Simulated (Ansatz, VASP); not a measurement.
## PbS: VASP beside Ansatz

```
Pb S
1.0
     0.02965    2.97982    2.97982
     2.97982    0.02965    2.97982
     2.97982    2.97982    0.02965
Pb S
1 1
Cartesian
  0.0000 0.0000 0.0000
  2.9947 2.9947 2.9947
```

Change from the starting cell: equal xy, yz and zx shear strains of +1 %.

Alike in both runs: task single point; functional PBE; k mesh 8 × 8 × 8; occupations fermi-dirac, width 0.01 eV; no spin polarisation.

```csv
,VASP,Ansatz
version,VASP 6.6.1,Ansatz 0.2.0
potentials or method,"VASP PAW PBE potentials, release 64 (Pb_d, S), cutoff 520 eV","all-electron LAPW, scalar-relativistic"
```

Ansatz gave:

```
pressure (GPa)                                  : 2.3
largest component of the traceless stress (GPa) : 0.20
```

What did VASP give for the same quantities?

Pressure (GPa): 2.2; largest component of the traceless stress (GPa): 0.20.

Ansatz ran all-electron here, so the differences hold the error of VASP's frozen core and of both bases.
